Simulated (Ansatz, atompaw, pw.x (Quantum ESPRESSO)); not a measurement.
## Equation-of-state test of one PAW (atompaw) potential (gallium)

atompaw 4.2.0.5 input, output lines left out:

```
Ga 31
GGA-PBESOL scalarrelativistic loggrid 1500 logderivrange -3 5 201
4 4 3 0 0 0
4 1 1
0 0 0
c
c
c
v
c
c
v
v
2
2.85 2.55 2.05 1.45
y
0.45
n
y
2.1
n
y
0.15
n
bloechl besselshape
3 0 ultrasoft
```

Crystal test: fcc Ga in pw.x 7.5, no spin, 14³ k-points, Fermi–Dirac smearing 0.01 Ry, cutoffs 50/500 Ry. The reference is all-electron LAPW (Ansatz 0.2.0) with the same functional, mesh and smearing; V0 and B0 come from Birch–Murnaghan fits to the pressures at five volumes. Errors are pseudo minus all-electron; Δ is the rms difference of the E(V) curves that follow from these fits, minima aligned, over ±6 % about the mean V0. Mesh and smearing are coarse, so the numbers serve the comparison and aren't converged zero-temperature values; the lattice is a test structure that the element need not adopt.

```tsv
V (Å³/atom)	P all-electron (GPa)	P pseudo (GPa)
16.831	3.59	2.95
17.274	1.70	1.15
17.717	0.07	-0.42
18.160	-1.33	-1.76
18.603	-2.55	-2.92
```

All-electron: a0 = 4.140 Å (V0 = 17.74 Å³/atom), B0 = 60.2 GPa.

Pseudopotential: mean pressure error (GPa): -0.50; a0 (Å): 4.129; a0 error (%): -0.28; B0 error (%): -0.4; Δ (meV/atom): 1.9.

At the middle volume, how do free energy and pressure move when the wave cutoff is lowered (ecutrho held at 500 Ry)?

```json
{"cutoff (Ry)": "22", "shift of F (meV/atom)": "+768.5", "shift of P (GPa)": "-21.51"}
{"cutoff (Ry)": "30", "shift of F (meV/atom)": "+94.3", "shift of P (GPa)": "-3.69"}
{"cutoff (Ry)": "40", "shift of F (meV/atom)": "+6.5", "shift of P (GPa)": "-0.32"}
```

The run at the middle volume (104 k-points, 8 iterations) took about 19 s on one core of a shared host (Intel(R) Xeon(R) Platinum 8259CL CPU @ 2.50GHz, 96 threads, 755 GiB, load 43).
